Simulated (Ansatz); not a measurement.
ZnTe (zinc blende)

```
CELL_PARAMETERS angstrom
      0.00000     3.08955     3.08955
      3.08955     0.00000     3.08955
      3.08955     3.08955     0.00000
ATOMIC_POSITIONS crystal
  Te 0.75000 0.75000 0.75000
  Zn 0.00000 0.00000 0.00000
```

E(V) scan at fixed shape, V₀ the volume above. Symmetry pins the atoms to their sites.

Level of theory: PBE (plane waves to 420 eV, PAW, scalar-relativistic; Ansatz, an electronic-structure program). k mesh 9×9×9 (Γ-centred), Fermi-Dirac smearing 0.05 eV. E stands for the smeared free energy. Stress and pressure are positive under compression. Spin-orbit coupling is left out, though Te is heavy. ZnTe was relaxed with its symmetry unable to fall. The zero of ΔE is the relaxed starting cell.

```csv
V (Å³/atom),ΔE (meV/atom)
27.721,16.1
28.016,11.0
28.311,6.9
28.606,withheld
28.901,1.7
29.196,0.4
29.491,0.0
29.786,0.4
30.080,1.5
30.375,3.4
30.670,5.9
30.965,9.0
31.260,12.8
```

Task: Fit a third-order Birch-Murnaghan form (E₀, V₀, B₀, B₀′ free) to the given rows and predict ΔE at V = 28.606.

Result: Least squares on the 12 given rows: ΔE = E₀ + (9V₀B₀/16)·y²·[2 + (B₀′ − 4)y], y = (V₀/V)^(2/3) − 1, with V₀ = 29.494 Å³/atom, B₀ = 43.14 GPa (160.2 GPa = 1 eV/Å³; the term in eV is multiplied by 1000), B₀′ = 4.56, E₀ = 0.01 meV/atom; root-mean-square residual 0.02 meV/atom. At 28.606 the fit gives 3.8 meV/atom; the calculation gives 3.8 meV/atom, the same to the digits shown. For the pressure the fit gives 1.41 GPa against the computed 1.42 GPa.

(A scan under strain: stresses follow from slopes of the energy per volume, elastic moduli from its curvatures.)
